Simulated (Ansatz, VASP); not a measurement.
**SrO: VASP beside Ansatz**

Aim: how closely do two programs agree when they are given the same cell, functional and k mesh?

Method: plane waves, with VASP 6.6.1 beside it; single point at HSE06, in Ansatz 0.2.0.

The database entry behind the starting cell differs from later determinations by our own check (about 0.5 % short), so it need not match the best structure at ambient conditions.

**1. The structure**

Symmetry: Fm-3m, No. 225, cubic system. The conventional cell has a = 5.133 Å, b = 5.133 Å, c = 5.133 Å, α = 90.00°, β = 90.00°, γ = 90.00°. Sr has 6 O at 2.57 Å nearest. O has 6 Sr at 2.57 Å nearest. Farther neighbours and most contacts between anions are not listed.

As a file:

```cif
data_structure
_symmetry_space_group_name_H-M 'Fm-3m'
_symmetry_Int_Tables_number 225
_cell_length_a 5.1326
_cell_length_b 5.1326
_cell_length_c 5.1326
_cell_angle_alpha 90.000
_cell_angle_beta 90.000
_cell_angle_gamma 90.000
_cell_volume 135.21
loop_
_atom_site_label
_atom_site_type_symbol
_atom_site_symmetry_multiplicity
_atom_site_Wyckoff_symbol
_atom_site_fract_x
_atom_site_fract_y
_atom_site_fract_z
_atom_site_occupancy
Sr1 Sr 4 b 0.50000 0.00000 0.00000 1
O1 O 4 a 0.00000 0.00000 0.00000 1
```

**2. Ansatz: single point, HSE06**

Ansatz runs on its default PAW (the set named soft_2) files.

With cell and atoms fixed, the geometry can't cause a difference; cores, projectors, grids and the points listed under the comparison can.

input.yaml

```yaml
crystal:
  lattice:
    - [0.0, 2.5663, 2.5663]
    - [2.5663, 0.0, 2.5663]
    - [2.5663, 2.5663, 0.0]
  atoms:
    - { symbol: Sr, position: [0.5, 0.5, 0.5] }
    - { symbol: O, position: [0.0, 0.0, 0.0] }
hamiltonian:
  xc: { exchange: pbe, correlation: pbe, exx: { coeff: 0.25, omega: 0.2 } }
  pseudopotentials: { kind: paw }
kpoints:
  mp_grid: { grid: [4, 4, 4] }
scf:
  occupations: { method: gaussian, width: 0.05 }
  n_extra_bands: 4
output:
  forces: true
  stress: true
  eigenvalues: true
  write_density: true
  write_potential: true
  elf: true
  volumetric_format: npy
```

On the command line:

```console
$ ansatz run input.yaml --threads 4 --pin off --max-ram 9216MiB --backend cpu --events-out ev --progress --plain --runs-dir out
```

Numbers of over 12 decimals in the logs are rounded to 6 here.

Log:

```text
Warning: output.stress: scf.convergence.dr2_threshold = 1e-7 eV (the SCF's general default) is looser than the 2e-10 eV advised for a printed stress (1e-10 eV for each atom of the cell: 2). What an SCF threshold leaves in a stress goes as its square root, and in the free energy as the threshold itself, and one threshold admits the most on a small cell: [figures from the program's tests cut] Set scf.convergence.dr2_threshold to 2e-10 eV or tighter. The threshold is an SCF's pass mark: one that does not reach it within its budget of iterations ends unconverged, or closes short of it on a stop that the run arms, and scf.convergence.dr2_threshold's page says what that costs each kind of run
Warning: output.stress: scf.exx.energy_threshold = 1e-6 eV is looser than the 2e-8 eV advised for a stress under a hybrid functional (1e-8 eV for each atom of the cell: 2). Every SCF of the exchange loop can meet its threshold on dr2 while the loop round them stops early: no threshold on dr2 bounds what that leaves in the stress. Set scf.exx.energy_threshold to 2e-8 eV or tighter. The threshold is the loop's pass mark: a loop that does not reach it within its budget of cycles ends unconverged, and scf.exx.energy_threshold's page has the law
scf.n_extra_bands = 4 over 8 filled bands (N_el = 16.0): the run solves 12 bands
Engine: ansatz 0.2.0, aarch64-unknown-linux-gnu
Pseudopotentials: kind: paw
Pseudopotential: Sr, paw, valence charge 10, recommended cutoff 420 eV (normal), Sr.paw.azcp
Pseudopotential: O, paw, valence charge 6, recommended cutoff 420 eV (normal), O.paw.azcp
Functional definition: unnamed
  parameter a_1 = 0.25
  parameter omega_1 = 0.2/angstrom
  exchange = pbe_x + (-a_1)*pbe_x_sr(omega_1) + a_1*exact_x_sr(omega_1)
  correlation = pbe_c
Crystal: 2 atoms, lattice volume = 33.803 Å³
Basis set: ecut = 420 eV, 645 PW (Γ), exchange–correlation on 50×50×50 points (8 copies of the dense FFT grid, shifted against one another)
Bands: 12, of which v1, the nominal top of the filled ones, is band 8 counted from 1 (7 counted from 0)
Symmetry: 48 space group operations
Space group: Fm-3m (ITA 225), of the structure as read, at distance tolerance 3.2e-5 Å
k-points: 8 of 64
Non-local potential: Sr, projectors of the file, l = 0: 3, l = 1: 2, l = 2: 2
Non-local potential: O, projectors of the file, l = 0: 2, l = 1: 2, l = 2: 1
PAW form: soft (Blöchl's): semilocal exchange-correlation on the pseudo side does not see the compensation charge
PAW frozen core: Sr, regenerated for the run's functional, and the local potential with it (the file was generated under x = pbe(κ = 0.804, μ = 0.219515), c = pbe(β = 0.066725))
PAW frozen core: O, regenerated for the run's functional, and the local potential with it (the file was generated under x = pbe(κ = 0.804, μ = 0.219515), c = pbe(β = 0.066725))
PAW one-centre angular grid: Sr, 110 points (default); XC on 64 Gauss nodes
PAW one-centre angular grid: O, 110 points (default); XC on 96 Gauss nodes
Initial density: superposition of atomic densities (neutral atoms: chi_scale 0, normalization atom), corrected by the library's trained network
Initial wavefunctions: pseudopotential atomic-orbital guess
Functional: x = pbe(κ = 0.804, μ = 0.219515), c = pbe(β = 0.066725), warm-up for x = pbe(κ = 0.804, μ = 0.219515) + 0.25 (exact − pbe) at short range (hse, ω = 0.2 Å⁻¹), c = pbe(β = 0.066725)
SCF iter   1: F=—  HF=-4114.612279 eV  |F-HF|=—  |Δ(HF+E_count)|=         —  Δρ=1.13e-3  dr2=2.66e-4  ethr=1.77e-3  ⟨swp⟩=2.4  Hψ=702  notcnv=0
preconditioner: auto → none  [insulator: Δε(μ)=3.302 eV  Ē_g=16.224 eV  σ=0.050 eV  W_gap=1.00  n_scr=8 (ndim 8)  ℏωp=23.9 eV  f_vac=0.000  D(μ)=0.00/eV (n_scr^D=0)]
iter 2 solved again at ethr=1.62e-7 eV; its pass at ethr=1.66e-6 eV (dr2=2.59e-5 eV) is discarded
SCF iter   2: F=-4114.612424 eV  HF=-4114.612377 eV  |F-HF|=4.69e-5  |Δ(HF+E_count)|=   9.75e-5  Δρ=4.13e-4  dr2=2.58e-5  ethr=1.62e-7  ⟨swp⟩=2.4  Hψ=389  notcnv=0  defer=2
SCF 1 stopped early in 2 iterations: F = -4114.612424 eV  dr2 = 2.58e-5
  greatest PAW one-centre occupation: 0.987 electrons in one spin orbital (limit 2), on the Sr atom at site 0 (counted from 0), in its partial waves of l = 0
Initial density: handed on by an earlier stage of this run
Initial wavefunctions: those handed on with the density
Functional: x = pbe(κ = 0.804, μ = 0.219515) + 0.25 (exact − pbe) at short range (hse, ω = 0.2 Å⁻¹), c = pbe(β = 0.066725)
Exchange kernel: α = 0.2500, screened, ω = 0.2000 Å⁻¹, Wigner–Seitz truncation, v(0) = 1080.2629 eV·Å³, q-mesh 4×4×4, nearest image of the exchange supercell L = 14.52 Å, pair-density grid 15×15×15, without the augmentation charges, whose exchange is taken in its separable form by FFT convolution over the k-point mesh (sized by the pseudopotential files, 20×20×20 at the most), smooth part of the exact exchange by density-matrix convolution
Frozen-core exchange: fock
SCF iter   1: F=—  HF=-4116.979966 eV  |F-HF|=—  |Δ(HF+E_count)|=         —  Δρ=7.53e-3  dr2=3.19e-2  ethr=1.62e-6  ⟨swp⟩=6.4  Hψ=465  notcnv=0
preconditioner: auto → none  [insulator: Δε(μ)=4.965 eV  Ē_g=18.512 eV  σ=0.050 eV  W_gap=1.00  n_scr=8 (ndim 8)  ℏωp=23.9 eV  f_vac=0.000  D(μ)=0.00/eV (n_scr^D=0)]
SCF iter   2: F=—  HF=-4116.973586 eV  |F-HF|=—  |Δ(HF+E_count)|=   6.38e-3  Δρ=7.77e-3  dr2=1.37e-2  ethr=1.62e-6  ⟨swp⟩=5.4  Hψ=358  notcnv=0
SCF iter   3: F=—  HF=-4116.970697 eV  |F-HF|=—  |Δ(HF+E_count)|=   2.89e-3  Δρ=1.97e-3  dr2=1.69e-3  ethr=1.62e-6  ⟨swp⟩=4.8  Hψ=254  notcnv=0
SCF iter   4: F=—  HF=-4116.975709 eV  |F-HF|=—  |Δ(HF+E_count)|=   5.01e-3  Δρ=1.07e-3  dr2=6.27e-4  ethr=1.62e-6  ⟨swp⟩=4.2  Hψ=233  notcnv=0  defer=1
SCF iter   5: F=—  HF=-4116.975546 eV  |F-HF|=—  |Δ(HF+E_count)|=   1.64e-4  Δρ=1.52e-4  dr2=1.42e-5  ethr=1.62e-6  ⟨swp⟩=3.0  Hψ=184  notcnv=0
SCF iter   6: F=-4116.975587 eV  HF=-4116.975588 eV  |F-HF|=4.31e-7  |Δ(HF+E_count)|=   4.18e-5  Δρ=8.76e-5  dr2=1.53e-6  ethr=6.66e-8  ⟨swp⟩=3.8  Hψ=244  notcnv=0
SCF 2 stopped early in 6 iterations: F = -4116.975587 eV  dr2 = 1.53e-6
hybrid outer 1: dexx = +5.672e-3 eV, tail = 9.76e-6 eV
Exchange kernel: α = 0.2500, screened, ω = 0.2000 Å⁻¹, Wigner–Seitz truncation, v(0) = 1080.2629 eV·Å³, q-mesh 4×4×4, nearest image of the exchange supercell L = 14.52 Å, pair-density grid 15×15×15, without the augmentation charges, whose exchange is taken in its separable form by FFT convolution over the k-point mesh (sized by the pseudopotential files, 20×20×20 at the most), smooth part of the exact exchange by density-matrix convolution
Frozen-core exchange: fock
SCF iter   1: F=—  HF=-4116.975601 eV  |F-HF|=—  |Δ(HF+E_count)|=         —  Δρ=7.73e-5  dr2=1.29e-6  ethr=3.05e-7  ⟨swp⟩=4.6  Hψ=251  notcnv=0
preconditioner: auto → none  [insulator: Δε(μ)=4.813 eV  Ē_g=18.471 eV  σ=0.050 eV  W_gap=1.00  n_scr=8 (ndim 8)  ℏωp=23.9 eV  f_vac=0.000  D(μ)=0.00/eV (n_scr^D=0)]
SCF iter   2: F=—  HF=-4116.975601 eV  |F-HF|=—  |Δ(HF+E_count)|=   1.97e-7  Δρ=1.45e-5  dr2=2.63e-8  ethr=7.83e-9  ⟨swp⟩=3.0  Hψ=191  notcnv=0
SCF iter   3: F=-4116.975601 eV  HF=-4116.975601 eV  |F-HF|=2.51e-9  |Δ(HF+E_count)|=   5.26e-9  Δρ=5.20e-6  dr2=1.07e-8  ethr=1.30e-10  ⟨swp⟩=3.5  Hψ=243  notcnv=0
SCF 3 converged in 3 iterations: F = -4116.975601 eV  dr2 = 1.07e-8
  Residual-converged pass: ⟨swp⟩=3.8  Hψ=201  notcnv=0  max |occ|·‖R‖ = 2.3e-6 eV (tolerance 2.4e-6 eV)  dr2=1.07e-8  dr2_onsite=3.38e-10  max |Δocc| = 0.0e0
hybrid outer 2: dexx = +8.287e-8 eV, tail = 2.43e-8 eV, Δε = 1.31e-3 eV (about 8.72e-5 eV left of the loop's levels)
hybrid SCF converged: 2 outer / 9 inner (+2 warm-up), last move |dexx| = 8.29e-8 eV, tail = 2.43e-8 eV
Stability not checked: this state was not tested for a lower state beside it, because the functional holds exact exchange (a hybrid, or Hartree-Fock), whose exchange loop this test does not read (fock_operator; see scf.lower_state_search)
Free energy (F): -4116.975601 eV
Frozen-core exchange: fock
Harris-Foulkes:  -4116.975601 eV  (|F-HF|=2.51e-9)
Internal energy: -4116.975601 eV  (E = F + TS)
E sigma→0 (E₀):  -4116.975601 eV
Fermi energy:    9.321839 eV
--- Per-component energies (eV) ---
  E_band       = -84.821269
  E_kinetic    = 424.400158
  E_local      = -861.037947  (includes V_loc(G=0)·N_el)
  E_nonlocal   = 248.598042
  E_hartree    = 233.987715
  E_xc         = -199.247224
  E_vxc        = -206.328835  (∫ρ·V_xc dr)
  E_exx        = -43.230152  (= α·E_x^exact, valence–valence)
  E_paw        = -2861.932627  (= ΣΔE_a)
  E_vpaw       = -71.969112  (= ΣTr[D̂ρ^β])
  E_aug_tail   = 0.002395  (compensation charges beyond the density's cutoff)
  E_ewald      = -1058.117221
  E_core_change = -0.398739  (= ΣΔE_core)
  E_smearing   = -0.000000  (= −TS)
  E_closure    = 0.000000  (closes the sum)
  Σ components = -4116.975601   (vs F -4116.975601, Δ=0.00e0)
--- Forces (eV/Å), atoms counted from 1 ---
  atom   1  Sr    -0.00000000     0.00000000     0.00000000
  atom   2  O     -0.00000000    -0.00000000    -0.00000000
  max |Σ_I F_I| component: 3.09e-30 eV/Å
--- Stress (GPa, compression-positive) ---
        1.176078       0.000000      -0.000000
       -0.000000       1.176078      -0.000000
        0.000000      -0.000000       1.176078
  P = ⅓ Tr σ = 1.1761 GPa (11.761 kbar)
--- Band table (eV; the first three rows and the last of 8) ---
  k-point 0: bands = [... 4 lower, -7.6202, 6.9146, 6.9146, 6.9146, 12.4757, 14.8808, 14.8808, 14.8808]
  k-point 1: bands = [... 4 lower, -7.0326, 5.6190, 6.2738, 6.2738, 14.5971, 14.7873, 16.0843, 16.0843]
  k-point 2: bands = [... 4 lower, -6.6490, 4.6655, 5.7307, 5.7307, 15.2559, 16.9477, 17.7441, 17.7441]
  k-point 7: bands = [... 4 lower, -7.1985, 5.7248, 6.4886, 6.4886, 14.6224, 14.6224, 17.4686, 20.1529]
```

Run time: 2.4 s. Hardware: 4 threads of Arm Neoverse V1, shared host; peak memory 0.58 GiB.

The run ends at a pressure of 1.18 GPa.

**3. VASP: single point, HSE06**

The same cell, functional, mesh and smearing now go to VASP, with its own data sets and cutoff.

Lines of VASP's logs that name or quote its potential files are left out, and so is its time.

The run reads the wave functions of an earlier VASP run, which isn't shown here.

INCAR

```
SYSTEM = SrO
PREC = Accurate
ENCUT = 460
EDIFF = 1E-06
NELM = 100
ISMEAR = 0
SIGMA = 0.05
LREAL = .FALSE.
ALGO = Normal
LHFCALC = .TRUE.
AEXX = 0.25
GGA = PE
HFSCREEN = 0.2
LASPH = .TRUE.
NBANDS = 14
PRECFOCK = Fast
LWAVE = .FALSE.
LCHARG = .FALSE.
KPAR = 8
```

POSCAR

```
SrO
1.0
    0.0000000000      2.5663000000      2.5663000000
    2.5663000000      0.0000000000      2.5663000000
    2.5663000000      2.5663000000      0.0000000000
Sr O
1 1
Direct
    0.5000000000      0.5000000000      0.5000000000
    0.0000000000      0.0000000000      0.0000000000
```

KPOINTS

```
Automatic mesh
0
Gamma
4 4 4
0 0 0
```

Potentials, in the order of the species: Sr_sv_GW and O_GW (PBE family, release 64).

On the command line:

```console
$ mpirun -np 8 vasp_std
```

Log:

```text
[banner, memory and clock lines left out]
running    8 mpi-ranks, on    1 nodes
 distrk:  each k-point on    1 cores,    8 groups
 distr:  one band on    1 cores,    1 groups

 POSCAR found type information on POSCAR SrO
 POSCAR found :  2 types and       2 ions
|                                                                             |
|           W    W    AA    RRRRR   N    N  II  N    N   GGGG   !!!           |
|           W    W   A  A   R    R  NN   N  II  NN   N  G    G  !!!           |
|           W    W  A    A  R    R  N N  N  II  N N  N  G       !!!           |
|           W WW W  AAAAAA  RRRRR   N  N N  II  N  N N  G  GGG   !            |
|           WW  WW  A    A  R   R   N   NN  II  N   NN  G    G                |
|           W    W  A    A  R    R  N    N  II  N    N   GGGG   !!!           |
|                                                                             |
|     For optimal performance we recommend to set                             |
|       NCORE = 2 up to number-of-cores-per-socket                            |
|     NCORE specifies how many cores store one orbital (NPAR=cpu/NCORE).      |
|     This setting can greatly improve the performance of VASP for DFT.       |
|     The default, NCORE=1 might be grossly inefficient on modern             |
|     multi-core architectures or massively parallel machines. Do your        |
|     Unfortunately you need to use the default for GW and RPA                |
|     calculations (for HF NCORE is supported but not extensively tested      |
|     yet).                                                                   |
|                                                                             |

 LDA part: xc-table for (Slater+PW92), standard interpolation
 found WAVECAR, reading the header
 POSCAR, INCAR and KPOINTS ok, starting setup
 FFT: planning ... GRIDC
 FFT: planning ... GRID_SOFT
 FFT: planning ... GRID
 reading WAVECAR
 the WAVECAR file was read successfully
 initial charge from wavefunction
 entering main loop
       N       E                     dE             d eps       ncg     rms          rms(c)
DAV:   1    -0.195261721640E+02   -0.19526E+02   -0.23821E-01   236   0.734E+00    0.168E+00
DAV:   2    -0.195226451640E+02    0.35270E-02   -0.17208E-02   318   0.173E+00    0.497E-01
DAV:   3    -0.195219764503E+02    0.66871E-03   -0.29946E-03   266   0.477E-01    0.294E-01
DAV:   4    -0.195214418401E+02    0.53461E-03   -0.54479E-04   248   0.352E-01    0.145E-01
DAV:   5    -0.195213115594E+02    0.13028E-03   -0.22946E-04   272   0.199E-01    0.850E-02
DAV:   6    -0.195212666819E+02    0.44878E-04   -0.17630E-05   236   0.617E-02    0.511E-02
DAV:   7    -0.195212547823E+02    0.11900E-04   -0.88216E-06   296   0.344E-02    0.275E-02
DAV:   8    -0.195212519071E+02    0.28752E-05   -0.28301E-06   260   0.259E-02    0.174E-02
DAV:   9    -0.195212512907E+02    0.61633E-06   -0.98509E-07   160   0.159E-02
   1 F= -.19521251E+02 E0= -.19521251E+02  d E =-.354488E-23
```

From OUTCAR (step 3):

```text
ion  position               nearest neighbor table
   1  0.500  0.500  0.500-   2 2.57   2 2.57   2 2.57   2 2.57   2 2.57   2 2.57
   2  0.000  0.000  0.000-   1 2.57   1 2.57   1 2.57   1 2.57   1 2.57   1 2.57

  LATTYP: Found a face centered cubic cell.
 ALAT       =     5.1326000000

 Subroutine GETGRP returns: Found 48 space group operations
 (whereof 48 operations were pure point group operations)

The static configuration has the point symmetry O_h .

 Found      8 irreducible k-points:

   k-points           NKPTS =      8   k-points in BZ     NKDIM =     64   number of bands    NBANDS=     14

   dimension x,y,z NGX =    28 NGY =   28 NGZ =   28
   dimension x,y,z NGXF=    56 NGYF=   56 NGZF=   56

   ENCUT  =  460.0 eV  33.81 Ry    5.81 a.u.   6.35  6.35  6.35*2*pi/ulx,y,z

   NELECT =      16.0000    total number of electrons

 k-points in reciprocal lattice and weights: Automatic mesh
   0.00000000  0.00000000  0.00000000       0.016
   0.25000000  0.00000000  0.00000000       0.125
   0.50000000  0.00000000  0.00000000       0.062
   0.25000000  0.25000000  0.00000000       0.094
   0.50000000  0.25000000  0.00000000       0.375
  -0.25000000  0.25000000  0.00000000       0.188
   0.50000000  0.50000000  0.00000000       0.047
  -0.25000000  0.50000000  0.25000000       0.094

  exchange ACFDT corr.  =         0.00000000  see jH, gK, PRB 81, 115126

 average (electrostatic) potential at core
       1 -51.0539       2 -62.8768

 E-fermi :   2.4712

 k-point     1 :       0.0000    0.0000    0.0000
  band No.  band energies     occupation
    ...
      4     -12.4257      2.00000
      5     -12.4257      2.00000
      6       2.1270      2.00000
      7       2.1270      2.00000
      8       2.1273      2.00000
      9       7.6870      0.00000
     10      10.0943      0.00000
     11      10.0943      0.00000
     12      10.0943      0.00000
     13      12.3631      0.00000
    ...

 k-point     2 :       0.2500    0.0000    0.0000
  band No.  band energies     occupation
    ...
      4     -12.4648      2.00000
      5     -11.8349      2.00000
      6       0.8307      2.00000
      7       1.4863      2.00000
      8       1.4866      2.00000
      9       9.8110      0.00000
     10      10.0035      0.00000
     11      11.2976      0.00000
     12      11.2976      0.00000
     13      13.9008      0.00000
    ...

 k-point     3 :       0.5000    0.0000    0.0000
  band No.  band energies     occupation
    ...
      4     -12.5030      2.00000
      5     -11.4499      2.00000
      6      -0.1218      2.00000
      7       0.9432      2.00000
      8       0.9434      2.00000
      9      10.4715      0.00000
     10      12.1707      0.00000
     11      12.9582      0.00000
     12      12.9582      0.00000
     13      16.2560      0.00000
    ...

  energy-cutoff  :      460.00
  volume of cell :       33.80
      direct lattice vectors                 reciprocal lattice vectors
     0.000000000  2.566300000  2.566300000    -0.194833028  0.194833028  0.194833028
     2.566300000  0.000000000  2.566300000     0.194833028 -0.194833028  0.194833028
     2.566300000  2.566300000  0.000000000     0.194833028  0.194833028 -0.194833028

 POSITION                                       TOTAL-FORCE (eV/Angst)
 -----------------------------------------------------------------------------------
      2.56630      2.56630      2.56630        -0.000000     -0.000000      0.000000
      0.00000      0.00000      0.00000         0.000000      0.000000     -0.000000
 -----------------------------------------------------------------------------------
    total drift:                                0.000000      0.000000      0.000000

  FREE ENERGIE OF THE ION-ELECTRON SYSTEM (eV)
  ---------------------------------------------------
  free  energy   TOTEN  =       -19.5212512907 eV

  energy  without entropy=      -19.5212512907  energy(sigma->0) =      -19.52125129

[... 3 further parts left out ...]
```

The k-mesh is coarse for exact exchange; levels may shift by about 0.1 eV on a finer one.

**4. Side by side**

Known differences besides the potentials themselves: exact exchange at q = 0 is treated differently, which shows on coarse meshes; VASP keeps PBE cores, Ansatz makes them for the functional; the cutoff is 420 eV in Ansatz and 460 eV in VASP; VASP takes a coarser grid for exact exchange (PRECFOCK = Fast). Total energies have different zeros and are not compared.

The two programs side by side:

```tsv
quantity	Ansatz	VASP	difference
gap on the k mesh (eV)	4.815	4.817	-0.002
```

A gap on the mesh is an upper bound, since the band edges may lie between its points.

**5. Results**

| Item | Value |
| --- | --- |
| difference in gap on the k mesh (single point, HSE06) | -0.0020 eV |

The difference in gap on the k mesh is -0.0020 eV (single point, HSE06), within the 0.08 eV picked in this series as the mark of a large difference. Such differences can come from data sets, numerical settings and the points named under the comparisons, not from the functional's error against experiment.

[Lines on the potential files, build, host, timing and source positions are cut from VASP's logs without a mark.]

[Logs are printed without paths, hosts, clocks, repeated set-up lines and the standing remarks that a program may print on its own settings, such as how far it seeks lower states.]

[Hosts, paths, dates, database ids (printed as entryN), source tags and the programs' standing remarks are cut or masked in the printed files.]
